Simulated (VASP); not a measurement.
# H (I4/mmm) in VASP: reference runs

Aim: a first look at H with PBE, on the cell as given and on a disturbed one.

All numbers are computed with VASP 6.6.1; they aren't measurements. Logs are shortened: lines on timing, memory, paths and dates and some standing lists are left out, and cuts for length are marked.

**1. Starting point**

The structure is tetragonal, space group I4/mmm (No. 139). The conventional cell has a = 3.383 Å, b = 3.383 Å, c = 4.117 Å, α = 90.00°, β = 90.00°, γ = 90.00°. Around H (site symmetry 4mm) lie 1 H at 0.74 Å.

**2. Single point, PBE**

Contents of INCAR:

```
PREC = Accurate
ENCUT = 520
EDIFF = 1E-7
ISMEAR = -1
SIGMA = 0.05
LREAL = False
LASPH = True
NELM = 60
ALGO = Normal
ISIF = 2
LWAVE = False
LCHARG = False
GGA = PE
NBANDS = 8
```

Contents of KPOINTS:

```
Automatic mesh
0
Gamma
  11 11 11
```

Contents of POSCAR:

```
H
1.0
   -1.6915344700      1.6915344700      2.0584739900
    1.6915344700     -1.6915344700      2.0584739900
    1.6915344700      1.6915344700     -2.0584739900
H
2
Direct
    0.0901377100      0.0901377100      0.0000000000
    0.9098622900      0.9098622900      0.0000000000
```

Potentials or basis: VASP PAW PBE potentials, release 64 (H).

On the command line:

```bash
> cat potpaw_PBE.64/H/POTCAR > POTCAR
> mpirun -np 1 vasp_std > vasp.out
```

OUTCAR:

```text
PREC = Accurate
   ENCUT = 520
   EDIFF = 1E-7
   ISMEAR = -1
   LREAL = False
   LASPH = True
   NELM = 60
   ISIF = 2
   GGA = PE

 ion  position               nearest neighbor table
   1  0.090  0.090  0.000-   2 0.74
   2  0.910  0.910  0.000-   1 0.74

  LATTYP: Found a body centered tetragonal cell.
 ALAT       =     3.3830689400
 C/A-ratio  =     1.2169270130

  Lattice vectors:

 A1 = (  -1.6915344700,   1.6915344700,   2.0584739900)
 A2 = (   1.6915344700,  -1.6915344700,   2.0584739900)
 A3 = (   1.6915344700,   1.6915344700,  -2.0584739900)

Analysis of symmetry for initial positions (statically):
=====================================================================
 Subroutine PRICEL returns:
 Original cell was already a primitive cell.

 Routine SETGRP: Setting up the symmetry group for a
 body centered tetragonal supercell.

 Subroutine GETGRP returns: Found 16 space group operations
 (whereof 16 operations were pure point group operations)
 out of a pool of 16 trial point group operations.

The static configuration has the point symmetry D_4h.

Analysis of symmetry for dynamics (positions and initial velocities):
=====================================================================
 Subroutine PRICEL returns:
 Original cell was already a primitive cell.

 Routine SETGRP: Setting up the symmetry group for a
 body centered tetragonal supercell.

 Subroutine GETGRP returns: Found 16 space group operations
 (whereof 16 operations were pure point group operations)
 out of a pool of 16 trial point group operations.

The dynamic configuration has the point symmetry D_4h.

 Subroutine INISYM returns: Found 16 space group operations
 (whereof 16 operations are pure point group operations),
 and found     1 'primitive' translations

----------------------------------------------------------------------------------------

                                     Primitive cell

  volume of cell :      23.5596

  direct lattice vectors                    reciprocal lattice vectors
    -1.691534470  1.691534470  2.058473990     0.000000000  0.295589602  0.242898381
     1.691534470 -1.691534470  2.058473990     0.295589602  0.000000000  0.242898381
     1.691534470  1.691534470 -2.058473990     0.295589602  0.295589602  0.000000000

  length of vectors
     3.155929799  3.155929799  3.155929799     0.382587031  0.382587031  0.418026823

  position of ions in fractional coordinates (direct lattice)
     0.090137710  0.090137710  0.000000000
     0.909862290  0.909862290  0.000000000

  ion indices of the primitive-cell ions
   primitive index   ion index
                 1           1
                 2           2

----------------------------------------------------------------------------------------

 KPOINTS: Automatic mesh

Automatic generation of k-mesh.
 Grid dimensions read from file:
 generate k-points for:   11   11   11

 Generating k-lattice:

  Cartesian coordinates                     Fractional coordinates (reciprocal lattice)
     0.000000000  0.026871782  0.022081671     0.090909091  0.000000000  0.000000000
     0.026871782  0.000000000  0.022081671     0.000000000  0.090909091  0.000000000
     0.026871782  0.026871782  0.000000000     0.000000000  0.000000000  0.090909091

  Length of vectors
     0.034780639  0.034780639  0.038002438

  Shift w.r.t. Gamma in fractional coordinates (k-lattice)
     0.000000000  0.000000000  0.000000000

 Subroutine IBZKPT returns following result:
 ===========================================

 Found    126 irreducible k-points:

 Following reciprocal coordinates:
            Coordinates               Weight
  0.000000  0.000000  0.000000      1.000000
  0.090909  0.000000 -0.000000      8.000000
  0.181818  0.000000  0.000000      8.000000
  0.272727  0.000000  0.000000      8.000000
  0.363636 -0.000000  0.000000      8.000000
  0.454545  0.000000 -0.000000      8.000000
[... 42 lines left out ...]
 -0.090909  0.181818  0.090909      8.000000
  0.272727  0.272727  0.090909      8.000000
 [... further k-points ...]
   k-points           NKPTS =    126   k-points in BZ     NKDIM =    126   number of bands    NBANDS=      8
   number of dos      NEDOS =    301   number of ions     NIONS =      2
   total plane-waves  NPLWV =  13824
   dimension x,y,z NGX =    24 NGY =   24 NGZ =   24
   dimension x,y,z NGXF=    48 NGYF=   48 NGZF=   48
   ions per type =               2
   NGX,Y,Z   is equivalent  to a cutoff of  12.64, 12.64, 12.64 a.u.
   NGXF,Y,Z  is equivalent  to a cutoff of  25.29, 25.29, 25.29 a.u.
 SYSTEM =  unknown system
   PREC   = accura    normal or accurate (medium, high low for compatibility)
   ISTART =      0    job   : 0-new  1-cont  2-samecut
   ICHARG =      2    charge: 1-file 2-atom 10-const
   ISPIN  =      1    spin polarized calculation?
   LNONCOLLINEAR =      F non collinear calculations
   LSORBIT =      F    spin-orbit coupling
   LASPH  =      T    aspherical Exc in radial PAW
   ENCUT  =  520.0 eV  38.22 Ry    6.18 a.u.   5.87  5.87  5.87*2*pi/ulx,y,z
   NELM   =     60;   NELMIN=  2; NELMDL= -5     # of ELM steps
   EDIFF  = 0.1E-06   stopping-criterion for ELM
   LREAL  =      F    real-space projection
   EDIFFG = 0.1E-05   stopping-criterion for IOM
   NSW    =      0    number of steps for IOM
   IBRION =     -1    ionic relax: 0-MD 1-quasi-New 2-CG
   NFREE  =      0    steps in history (QN), initial steepest desc. (CG)
   ISIF   =      2    stress and relaxation
   ISYM   =      2    0-nonsym 1-usesym 2-fastsym
   POTIM  = 0.5000    time-step for ionic-motion
   TEBEG  =    0.0;   TEEND  =   0.0 temperature during run
   PSTRESS=    0.0 pullay stress
   NELECT =       2.0000    total number of electrons
   NUPDOWN=      -1.0000    fix difference up-down
   EMIN   =  10.00;   EMAX   =-10.00  energy-range for DOS
   EFERMI =   0.00;   METHOD = LEGACY
   ISMEAR =    -1;   SIGMA  =   0.05  broadening in eV -4-tet -1-fermi 0-gaus
   EFERMI_NEDOS =   21; number of points for ismear=-14 and -15
   IALGO  =     38    algorithm
   IMIX   =      4    mixing-type and parameters
     AMIX     =   0.40;   BMIX     =  1.00
     AMIX_MAG =   1.60;   BMIX_MAG =  1.00
  volume/ion in A,a.u.               =      11.78        79.49
  Fermi-wavevector in a.u.,A,eV,Ry     =   0.719497  1.359653  7.043413  0.517676
  Thomas-Fermi vector in A             =   1.808708
   LORBIT       =      0    0 simple, 1 ext, 2 COOP (PROOUT), +10 PAW based schemes
   GGA     = PE    functional components
   LHFCALC =     F    Hartree Fock is set to
   AEXX    =    0.0000 exact exchange contribution
   IVDW    =     0    specifies the selected vdW correction
   LEPSILON=     F    determine dielectric tensor
   LRPA    =     F    only Hartree local field effects (RPA)
 non-spin polarized calculation
  energy-cutoff  :      520.00
  volume of cell :       23.56
 maximum number of plane-waves:       646
   NGX = 11   NGY = 11   NGZ = 11

 number of electron       2.0000000 magnetization

 Free energy of the ion-electron system (eV)
  ---------------------------------------------------
  ext. energy  EPLUGINS =         0.00000000
  ---------------------------------------------------
  free energy    TOTEN  =        -6.78117445 eV

  energy without entropy =       -6.78117445  energy(sigma->0) =       -6.78117445

 E-fermi :  -7.2310     XC(G=0):  -5.3457

 val. band max:       -8.1809233659   @ k =  -0.4545   0.4545   0.4545
 cond. band min:       0.8678113911   @ k =   0.4545   0.0000  -0.0000
 fundamental gap:      9.0487347570
 Fermi energy:        -7.2310214760

 k-point     1 :       0.0000    0.0000    0.0000
  band No.  band energies     occupation
      1     -10.5227      2.00000
      2       5.4437      0.00000
      3       8.9324      0.00000
      4      15.3807      0.00000
      5      15.3807      0.00000
      6      17.4523      0.00000
      7      17.4523      0.00000
      8      18.9773      0.00000

 k-point     2 :       0.0909    0.0000   -0.0000
  band No.  band energies     occupation
      1     -10.4228      2.00000
      2       4.9702      0.00000
      3       9.1309      0.00000
      4      14.3556      0.00000
      5      14.6997      0.00000
      6      17.5754      0.00000
      7      18.0598      0.00000
      8      18.6267      0.00000

 k-point     3 :       0.1818    0.0000    0.0000
  band No.  band energies     occupation
      1     -10.1394      2.00000
      2       3.8848      0.00000
      3       9.4244      0.00000
      4      12.5988      0.00000
      5      13.7224      0.00000
      6      17.5624      0.00000
      7      18.2011      0.00000
      8      18.6331      0.00000

 k-point     4 :       0.2727    0.0000    0.0000
  band No.  band energies     occupation
      1      -9.7278      2.00000
      2       2.6296      0.00000
      3       9.4601      0.00000
      4      11.3230      0.00000
      5      12.9499      0.00000
      6      16.4332      0.00000
      7      17.4842      0.00000
      8      19.9173      0.00000

 k-point     5 :       0.3636   -0.0000    0.0000
  band No.  band energies     occupation
      1      -9.2954      2.00000
      2       1.5264      0.00000
      3       9.1469      0.00000
      4      10.7814      0.00000
      5      12.4409      0.00000
      6      15.5835      0.00000
      7      17.2206      0.00000
      8      19.4702      0.00000

 k-point     6 :       0.4545    0.0000   -0.0000
  band No.  band energies     occupation
      1      -9.0052      2.00000
      2       0.8678      0.00000
      3       8.8493      0.00000
      4      10.6457      0.00000
      5      12.1920      0.00000
      6      15.1408      0.00000
      7      17.4913      0.00000
      8      18.3694      0.00000

 k-point     7 :       0.0909    0.0909   -0.0000
  band No.  band energies     occupation
      1     -10.2458      2.00000
      2       4.1542      0.00000
      3       9.8573      0.00000
      4      12.4584      0.00000
      5      14.1570      0.00000
      6      17.5624      0.00000
      7      17.8962      0.00000
      8      18.7966      0.00000
[... 309 lines left out ...]
 k-point    36 :      -0.4545    0.4545    0.0000
  band No.  band energies     occupation
      1      -8.8013      2.00000
      2       2.6085      0.00000
      3       5.9474      0.00000
      4       8.2364      0.00000
      5      10.9212      0.00000
      6      11.8646      0.00000
      7      22.4789      0.00000
      8      25.5593      0.00000

 k-point    37 :       0.0909    0.0909    0.0909
  band No.  band energies     occupation
      1      -9.9374      2.00000
      2       3.5715      0.00000
      3       8.8025      0.00000
      4      10.9334      0.00000
      5      14.4463      0.00000
      6      16.1438      0.00000
      7      17.1735      0.00000
      8      20.3553      0.00000

 k-point    38 :       0.1818    0.0909    0.0909
  band No.  band energies     occupation
      1      -9.5588      2.00000
      2       2.5966      0.00000
      3       8.6026      0.00000
      4       9.4283      0.00000
      5      14.0640      0.00000
      6      15.7567      0.00000
      7      18.6433      0.00000
      8      20.5585      0.00000

 k-point    39 :       0.2727    0.0909    0.0909
  band No.  band energies     occupation
      1      -9.1677      2.00000
      2       1.7545      0.00000
      3       7.6495      0.00000
      4       9.0001      0.00000
      5      14.0759      0.00000
      6      15.3798      0.00000
      7      19.8155      0.00000
      8      20.7171      0.00000

 k-point    40 :       0.3636    0.0909    0.0909
  band No.  band energies     occupation
      1      -8.9097      2.00000
      2       1.2487      0.00000
      3       7.0686      0.00000
      4       8.8226      0.00000
      5      14.2288      0.00000
      6      15.1434      0.00000
      7      19.2366      0.00000
      8      20.6357      0.00000

 [... further k-points ...]

------------------------ aborting loop because EDIFF is reached ----------------------------------------

  FORCE on cell =-STRESS in cart. coord.  units (eV):
  Direction    XX          YY          ZZ          XY          YZ          ZX
  --------------------------------------------------------------------------------------
  -------------------------------------------------------------------------------------
  Total        0.0273609      0.0273609      0.2218481      0.0000000     -0.0000000      0.0000000
  in kB        1.8606886      1.8606886     15.0868694      0.0000000     -0.0000000      0.0000000
  external PRESSURE =       6.2694155 kB  Pullay stress =       0.0000000 kB

 VOLUME and BASIS-vectors are now :
 -----------------------------------------------------------------------------
  energy-cutoff  :      520.00
  volume of cell :       23.56
      direct lattice vectors                 reciprocal lattice vectors
    -1.691534470  1.691534470  2.058473990     0.000000000  0.295589602  0.242898381
     1.691534470 -1.691534470  2.058473990     0.295589602  0.000000000  0.242898381
     1.691534470  1.691534470 -2.058473990     0.295589602  0.295589602  0.000000000

 POSITION                                       TOTAL-FORCE (eV/Angst)
 -----------------------------------------------------------------------------------
      0.00000      0.00000      0.37109         0.000000      0.000000      0.263751
      0.00000      0.00000      3.74586        -0.000000     -0.000000     -0.263751
 -----------------------------------------------------------------------------------
    total drift:                               -0.000000      0.000000     -0.000000

  FREE ENERGIE OF THE ION-ELECTRON SYSTEM (eV)
  ---------------------------------------------------
  free  energy   TOTEN  =        -6.7811744483 eV

  energy  without entropy=       -6.7811744482  energy(sigma->0) =       -6.78117445
```

It took 8.5 s on 1 thread of Intel Xeon Platinum 8488C (Sapphire Rapids), shared host; peak memory 0.13 GiB.

What came out:

```
Free energy            : -6.7812 eV
Pressure               : 0.6 GPa
Largest force          : 0.264 eV/Å
Band gap on the k mesh : 9.05 eV, indirect (least direct gap 9.84 eV)
```

Forces on the atoms (eV/Å):
```
H    0.000  0.000  0.264
H    0.000  0.000 -0.264
```

Stress tensor (GPa, compression positive):
```
0.19 0.00 0.00
0.00 0.19 0.00
0.00 0.00 1.51
```

Levels at points of the mesh, in eV from the valence-band top:
```csv
k point,band 1,band 2,band 3,band 4,band 5
"(0.00, 0.00, 0.00)",-2.34,13.62,17.11,23.56,23.56
```

Caveat: an odd mesh through Γ misses points on the zone boundary, where band edges often lie.

**3. Single point, PBE (atoms moved at random, drawn with an rms of 0.05 Å)**

Contents of INCAR:

```
ALGO     = Normal         # electronic algorithm
EDIFF    = 1E-7           # SCF threshold, eV
ENCUT    = 520            # plane-wave cutoff, eV
GGA      = PE             # functional
ISIF     = 2              # what is computed and relaxed
ISMEAR   = -1             # smearing method
LASPH    = True           # aspherical terms in the spheres
LCHARG   = True           # write CHGCAR
LELF     = True           # ELF
LREAL    = False          # projectors in reciprocal space
LVHAR    = True         
LWAVE    = False          # write WAVECAR
NBANDS   = 8              # bands
NELM     = 80             # most SCF steps
PREC     = Accurate       # precision mode
SIGMA    = 0.05           # smearing width, eV
```

Contents of KPOINTS:

```
k-points
0
Gamma
  11 11 11
```

Contents of POSCAR:

```
H
1.0
   -1.6915344700      1.6915344700      2.0584739900
    1.6915344700     -1.6915344700      2.0584739900
    1.6915344700      1.6915344700     -2.0584739900
H
2
Direct
    0.0819900000      0.0912190000     -0.0005560000
    0.9147530000      0.9352840000      0.0353020000
```

Potentials or basis: VASP PAW PBE potentials, release 64 (H).

On the command line:

```bash
> cat potpaw_PBE.64/H/POTCAR > POTCAR
> mpirun -np 1 vasp_std > vasp.out
```

It took 41 s on 1 thread of Intel Xeon Platinum 8488C (Sapphire Rapids), shared host; peak memory 0.2 GiB.

It converged, with:

```
Free energy            : -6.7815 eV
Pressure               : 0.5 GPa
Largest force          : 0.180 eV/Å
Band gap on the k mesh : 8.82 eV, indirect (least direct gap 9.57 eV)
```

Forces on the atoms (eV/Å):
```
H   -0.015 -0.008  0.179
H    0.015  0.008 -0.179
```

Stress tensor (GPa, compression positive):
```
 0.20  0.01 -0.07
 0.01  0.19 -0.04
-0.07 -0.04  1.08
```

Levels at points of the mesh, in eV from the valence-band top:
```csv
k point,band 1,band 2,band 3,band 4
"(0.00, 0.00, 0.00)",-2.35,13.62,17.08,23.52
```

Caveat: an odd mesh through Γ misses points on the zone boundary, where band edges often lie.
